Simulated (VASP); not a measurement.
# CdS (Fm-3m) in VASP: a series of runs

The runs below take CdS through single point, relaxation of cell and atoms, with PBE, PBEsol.

Program: VASP 6.6.1. These are calculated values, not measurements. Logs are shortened: lines on timing, memory, paths and dates and some standing lists are left out, and cuts for length are marked.

### 1 Starting point

The structure is cubic, space group Fm-3m (No. 225). The conventional cell has a = 5.506 Å, b = 5.506 Å, c = 5.506 Å, α = 90.00°, β = 90.00°, γ = 90.00°. Cd (site symmetry m-3m) is surrounded by 6 S at 2.75 Å. S (site symmetry m-3m) has 6 Cd at 2.75 Å as nearest neighbours.

Measurements of this composition are mostly on another form, of space group No. 186.

### 2 Single point, PBE

INCAR

```
SYSTEM = CdS
ALGO = Normal
EDIFF = 1E-6
ENCUT = 500
GGA = PE
ISIF = 2
ISMEAR = 0
LASPH = .TRUE.
LCHARG = .FALSE.
LREAL = .FALSE.
LWAVE = .FALSE.
NBANDS = 16
NELM = 80
PREC = Accurate
SIGMA = 0.02
```

KPOINTS

```
k-points
0
G
  4 4 4
  0 0 0
```

POSCAR

```
CdS
1.0
    0.0000000000      2.7532440000      2.7532440000
    2.7532440000      0.0000000000      2.7532440000
    2.7532440000      2.7532440000      0.0000000000
Cd S
1 1
Direct
    0.0000000000      0.0000000000      0.0000000000
    0.5000000000      0.5000000000      0.5000000000
```

Potentials or basis: VASP PAW PBE potentials, release 64 (Cd_GW, S_GW).

Started as:

```console
> cat potpaw_PBE.64/Cd_GW/POTCAR potpaw_PBE.64/S_GW/POTCAR > POTCAR
> mpirun -np 1 vasp_std > vasp.out
```

OUTCAR:

```text
SYSTEM = CdS
   EDIFF = 1E-6
   ENCUT = 500
   GGA = PE
   ISIF = 2
   ISMEAR = 0
   LASPH = .TRUE.
   LREAL = .FALSE.
   NELM = 80
   PREC = Accurate

 ion  position               nearest neighbor table
   1  0.000  0.000  0.000-   2 2.75   2 2.75   2 2.75   2 2.75   2 2.75   2 2.75
   2  0.500  0.500  0.500-   1 2.75   1 2.75   1 2.75   1 2.75   1 2.75   1 2.75

  LATTYP: Found a face centered cubic cell.
 ALAT       =     5.5064880000

  Lattice vectors:

 A1 = (   0.0000000000,   2.7532440000,   2.7532440000)
 A2 = (   2.7532440000,   0.0000000000,   2.7532440000)
 A3 = (   2.7532440000,   2.7532440000,   0.0000000000)

Analysis of symmetry for initial positions (statically):
=====================================================================
 Subroutine PRICEL returns:
 Original cell was already a primitive cell.

 Routine SETGRP: Setting up the symmetry group for a
 face centered cubic supercell.

 Subroutine GETGRP returns: Found 48 space group operations
 (whereof 48 operations were pure point group operations)
 out of a pool of 48 trial point group operations.

The static configuration has the point symmetry O_h .

Analysis of symmetry for dynamics (positions and initial velocities):
=====================================================================
 Subroutine PRICEL returns:
 Original cell was already a primitive cell.

 Routine SETGRP: Setting up the symmetry group for a
 face centered cubic supercell.

 Subroutine GETGRP returns: Found 48 space group operations
 (whereof 48 operations were pure point group operations)
 out of a pool of 48 trial point group operations.

The dynamic configuration has the point symmetry O_h .

 Subroutine INISYM returns: Found 48 space group operations
 (whereof 48 operations are pure point group operations),
 and found     1 'primitive' translations

----------------------------------------------------------------------------------------

                                     Primitive cell

  volume of cell :      41.7411

  direct lattice vectors                    reciprocal lattice vectors
     0.000000000  2.753244000  2.753244000    -0.181603955  0.181603955  0.181603955
     2.753244000  0.000000000  2.753244000     0.181603955 -0.181603955  0.181603955
     2.753244000  2.753244000  0.000000000     0.181603955  0.181603955 -0.181603955

  length of vectors
[... 63 lines left out ...]
   ENCUT  =  500.0 eV  36.75 Ry    6.06 a.u.   7.10  7.10  7.10*2*pi/ulx,y,z
   NELM   =     80;   NELMIN=  2; NELMDL= -5     # of ELM steps
   EDIFF  = 0.1E-05   stopping-criterion for ELM
   LREAL  =      F    real-space projection
   EDIFFG = 0.1E-04   stopping-criterion for IOM
   NSW    =      0    number of steps for IOM
   IBRION =     -1    ionic relax: 0-MD 1-quasi-New 2-CG
   NFREE  =      0    steps in history (QN), initial steepest desc. (CG)
   ISIF   =      2    stress and relaxation
   ISYM   =      2    0-nonsym 1-usesym 2-fastsym
   POTIM  = 0.5000    time-step for ionic-motion
   TEBEG  =    0.0;   TEEND  =   0.0 temperature during run
   PSTRESS=    0.0 pullay stress
   NELECT =      18.0000    total number of electrons
   NUPDOWN=      -1.0000    fix difference up-down
   EMIN   =  10.00;   EMAX   =-10.00  energy-range for DOS
   EFERMI =   0.00;   METHOD = LEGACY
   ISMEAR =     0;   SIGMA  =   0.02  broadening in eV -4-tet -1-fermi 0-gaus
   EFERMI_NEDOS =   21; number of points for ismear=-14 and -15
   IALGO  =     38    algorithm
   IMIX   =      4    mixing-type and parameters
     AMIX     =   0.40;   BMIX     =  1.00
     AMIX_MAG =   1.60;   BMIX_MAG =  1.00
  volume/ion in A,a.u.               =      20.87       140.84
  Fermi-wavevector in a.u.,A,eV,Ry     =   1.236833  2.337275 20.813583  1.529755
  Thomas-Fermi vector in A             =   2.371425
   LORBIT       =      0    0 simple, 1 ext, 2 COOP (PROOUT), +10 PAW based schemes
   GGA     = PE    functional components
   LHFCALC =     F    Hartree Fock is set to
   AEXX    =    0.0000 exact exchange contribution
   IVDW    =     0    specifies the selected vdW correction
   LEPSILON=     F    determine dielectric tensor
   LRPA    =     F    only Hartree local field effects (RPA)
 non-spin polarized calculation
 Gauss-broadening in eV      SIGMA  =   0.02
  energy-cutoff  :      500.00
  volume of cell :       41.74
 maximum number of plane-waves:      1068
   NGX = 15   NGY = 15   NGZ = 15

 number of electron      18.0000004 magnetization

 Free energy of the ion-electron system (eV)
  ---------------------------------------------------
  ext. energy  EPLUGINS =         0.00000000
  ---------------------------------------------------
  free energy    TOTEN  =        -5.83600835 eV

  energy without entropy =       -5.83600835  energy(sigma->0) =       -5.83600835

 E-fermi :   4.4392     XC(G=0): -10.3286

 val. band max:        4.3489956482   @ k =   0.5000   0.0000   0.0000
 cond. band min:       4.5613552613   @ k =   0.5000   0.5000   0.0000
 fundamental gap:      0.2123596131
 Fermi energy:         4.4392450671

 k-point     1 :       0.0000    0.0000    0.0000
  band No.  band energies     occupation
      1      -8.3098      2.00000
      2      -3.2911      2.00000
      3      -3.2911      2.00000
      4      -3.2911      2.00000
      5      -3.2884      2.00000
      6      -3.2884      2.00000
[... 129 lines left out ...]
      3      -3.2852      2.00000
      4      -3.2852      2.00000
      5      -3.0359      2.00000
      6      -2.5572      2.00000
[... 8 lines left out ...]
     15      17.0945      0.00000
     16      18.6785      0.00000

------------------------ aborting loop because EDIFF is reached ----------------------------------------

  FORCE on cell =-STRESS in cart. coord.  units (eV):
  Direction    XX          YY          ZZ          XY          YZ          ZX
  --------------------------------------------------------------------------------------
  -------------------------------------------------------------------------------------
  Total       -0.0318709     -0.0318709     -0.0318709     -0.0000000     -0.0000000     -0.0000000
  in kB       -1.2233239     -1.2233239     -1.2233239     -0.0000000     -0.0000000     -0.0000000
  external PRESSURE =      -1.2233239 kB  Pullay stress =       0.0000000 kB

 VOLUME and BASIS-vectors are now :
 -----------------------------------------------------------------------------
  energy-cutoff  :      500.00
  volume of cell :       41.74
      direct lattice vectors                 reciprocal lattice vectors
     0.000000000  2.753244000  2.753244000    -0.181603955  0.181603955  0.181603955
     2.753244000  0.000000000  2.753244000     0.181603955 -0.181603955  0.181603955
     2.753244000  2.753244000  0.000000000     0.181603955  0.181603955 -0.181603955

 POSITION                                       TOTAL-FORCE (eV/Angst)
 -----------------------------------------------------------------------------------
      0.00000      0.00000      0.00000         0.000000     -0.000000      0.000000
      2.75324      2.75324      2.75324        -0.000000      0.000000     -0.000000
 -----------------------------------------------------------------------------------
    total drift:                                0.000000      0.000000      0.000000

  FREE ENERGIE OF THE ION-ELECTRON SYSTEM (eV)
  ---------------------------------------------------
  free  energy   TOTEN  =        -5.8360083463 eV

  energy  without entropy=       -5.8360083462  energy(sigma->0) =       -5.83600835
```

OSZICAR:

```text
N       E                     dE             d eps       ncg     rms          rms(c)
DAV:   1     0.931876836389E+02    0.93188E+02   -0.90934E+03   304   0.100E+03
DAV:   2    -0.156270042626E+01   -0.94750E+02   -0.89764E+02   352   0.292E+02
DAV:   3    -0.622740598613E+01   -0.46647E+01   -0.46472E+01   344   0.562E+01
DAV:   4    -0.645862668753E+01   -0.23122E+00   -0.23105E+00   448   0.994E+00
DAV:   5    -0.646081271266E+01   -0.21860E-02   -0.21860E-02   312   0.886E-01    0.598E+00
DAV:   6    -0.587099613945E+01    0.58982E+00   -0.85486E-01   352   0.113E+01    0.508E+00
DAV:   7    -0.583832465684E+01    0.32671E-01   -0.19727E-01   320   0.312E+00    0.244E+00
DAV:   8    -0.583632586588E+01    0.19988E-02   -0.22566E-02   440   0.164E+00    0.210E-01
DAV:   9    -0.583605761333E+01    0.26825E-03   -0.36741E-03   288   0.793E-01    0.456E-02
DAV:  10    -0.583600024880E+01    0.57365E-04   -0.40247E-04   392   0.231E-01    0.389E-02
DAV:  11    -0.583601414839E+01   -0.13900E-04   -0.21054E-04   304   0.148E-01    0.679E-02
DAV:  12    -0.583600799888E+01    0.61495E-05   -0.46746E-05   352   0.596E-02    0.140E-02
DAV:  13    -0.583600834625E+01   -0.34737E-06   -0.23992E-06   384   0.125E-02
   1 F= -.58360083E+01 E0= -.58360083E+01  d E =-.202343E-11
```

It took 5 s on 1 thread of Intel Xeon 6975P-C (Granite Rapids), shared host; peak memory 0.16 GiB.

Results:

```yaml
Free_energy: -5.8360 eV
Pressure: -0.1 GPa
Band_gap_on_the_k_mesh: 0.21 eV, indirect (least direct gap 1.52 eV)
```

Caveat: the k mesh is coarse (spacing up to 0.49 Å⁻¹), so the values aren't converged. Expect the measured gap to be larger: semilocal functionals such as PBE lack the derivative discontinuity.

### 3 Single point, PBE

INCAR

```
ALGO = Fast
EDIFF = 1E-6
ENCUT = 400
GGA = PE
ISIF = 2
ISMEAR = 0
LASPH = True
LCHARG = False
LREAL = False
LWAVE = False
NELM = 100
PREC = Accurate
SIGMA = 0.02
```

KPOINTS

```
k-points
0
Gamma
  4 4 4
```

POSCAR is that of step 2.

Potentials or basis: VASP PAW PBE potentials, release 64 (Cd_GW, S_GW).

Started as:

```console
> cat potpaw_PBE.64/Cd_GW/POTCAR potpaw_PBE.64/S_GW/POTCAR > POTCAR
> mpirun -np 1 vasp_std > vasp.out
```

Run time: 6.7 s. Hardware: 1 thread of Intel Xeon Platinum 8488C (Sapphire Rapids), shared host; peak memory 0.16 GiB.

The run converged. Its results:

| Quantity | Value |
| --- | --- |
| Free energy | -5.8351 eV |
| Pressure | -0.4 GPa |
| Band gap on the k mesh | 0.21 eV, indirect (least direct gap 1.52 eV) |

Levels at points of the mesh, in eV from the valence-band top:
| k point | band 5 | band 6 | band 7 | band 8 | band 9 | band 10 | band 11 | band 12 | band 13 |
| --- | --- | --- | --- | --- | --- | --- | --- | --- | --- |
| (0.00, 0.00, 0.00) | -7.64 | -7.64 | -0.71 | -0.71 | -0.71 | 0.81 | 9.15 | 9.15 | 9.15 |
| (0.50, 0.00, 0.00) | -7.45 | -7.45 | -4.78 | 0.00 | 0.00 | 3.49 | 5.86 | 5.86 | 6.64 |
| (0.50, 0.50, 0.00) | -7.39 | -6.73 | -4.12 | -2.07 | -2.07 | 0.21 | 6.03 | 9.69 | 11.07 |

Caveat: the k mesh is coarse (spacing up to 0.49 Å⁻¹), so the values aren't converged. A k mesh can miss the band edges.

### 4 Relaxation of cell and atoms, PBEsol

INCAR

```
ALGO = Normal ; EDIFF = 1E-6
EDIFFG = -0.01 ; ENCUT = 600
GGA = PS ; IBRION = 2
ISIF = 3 ; ISMEAR = -1
LASPH = True ; LCHARG = False
LREAL = False ; LWAVE = False
NELM = 60 ; NSW = 40
PREC = Accurate ; SIGMA = 0.05
```

KPOINTS

```
k-points
0
Gamma
  6 6 6
```

POSCAR is that of step 3.

Potentials or basis: VASP PAW PBE potentials, release 64 (Cd, S).

Started as:

```console
> cat potpaw_PBE.64/Cd/POTCAR potpaw_PBE.64/S/POTCAR > POTCAR
> mpirun -np 1 vasp_std > vasp.out
```

Run time: 21 s. Hardware: 1 thread of Intel Xeon Platinum 8375C at 2.90GHz (Ice Lake), shared host; peak memory 0.19 GiB.

Results (log left out):

* Free energy: -6.6417 eV
* Relaxed volume: 19.78 Å³/atom
* Relaxed cell: a = 3.825 Å, b = 3.825 Å, c = 3.825 Å, α = 60.00°, β = 60.00°, γ = 60.00°
* Space group after relaxing (to 0.05 Å): Fm-3m (No. 225)
* Energy gained by relaxing: 14.2 meV/atom
* Ionic steps: 3
* Pressure after relaxing: 0.0 GPa
* Band gap on the k mesh: 0.13 eV, indirect (least direct gap 1.77 eV)

Step by step:
```tsv
step	energy change (eV)	largest force (eV/Å)	pressure (GPa)	volume (Å³)
1	0.0000	0.0000	-3.96	41.74
2	-0.0234	0.0000	1.95	38.70
3	-0.0285	0.0000	-0.03	39.56
```

Final structure:
```
CELL_PARAMETERS angstrom
0.00000 2.70438 2.70438
2.70438 0.00000 2.70438
2.70438 2.70438 0.00000
ATOMIC_POSITIONS crystal
Cd 0.00000 0.00000 0.00000
S 0.50000 0.50000 0.50000
```

Levels at points of the mesh, in eV from the valence-band top:
| k point | band 5 | band 6 | band 7 | band 8 | band 9 | band 10 | band 11 | band 12 | band 13 |
| --- | --- | --- | --- | --- | --- | --- | --- | --- | --- |
| (0.00, 0.00, 0.00) | -7.67 | -7.67 | -0.83 | -0.83 | -0.83 | 0.94 | 9.16 | 9.16 | 9.16 |
| (0.50, 0.00, 0.00) | -7.44 | -7.44 | -5.07 | 0.00 | 0.00 | 3.32 | 5.77 | 5.77 | 7.05 |
| (0.50, 0.50, 0.00) | -7.37 | -6.61 | -4.56 | -2.32 | -2.32 | 0.13 | 5.85 | 9.96 | 11.41 |

Caveat: the PAW data sets were made with another functional, which shifts forces and pressure a little. A k mesh can miss the band edges.

### 5 The runs side by side

```tsv
task	level	potentials or basis	cell	k mesh	cutoff (eV)	smearing	mesh quality	gap on the mesh (eV)	pressure (GPa)
single point	PBE	VASP PAW PBE potentials, release 64 (Cd_GW, S_GW)	as given	4 × 4 × 4	500	gaussian 0.02 eV	coarse	0.21	-0.1
single point	PBE	VASP PAW PBE potentials, release 64 (Cd_GW, S_GW)	as given	4 × 4 × 4	400	gaussian 0.02 eV	coarse	0.21	-0.4
relaxation of cell and atoms	PBEsol	VASP PAW PBE potentials, release 64 (Cd, S)	relaxed	6 × 6 × 6	600	fermi-dirac 0.05 eV	not flagged	0.13	0.0
```

Alike in all rows: no spin polarisation.

Caveats: some runs use coarse meshes; the PAW data sets were made with another functional, which shifts forces and pressure a little (some runs).

Absolute energies hang on the potentials; compare differences alone.
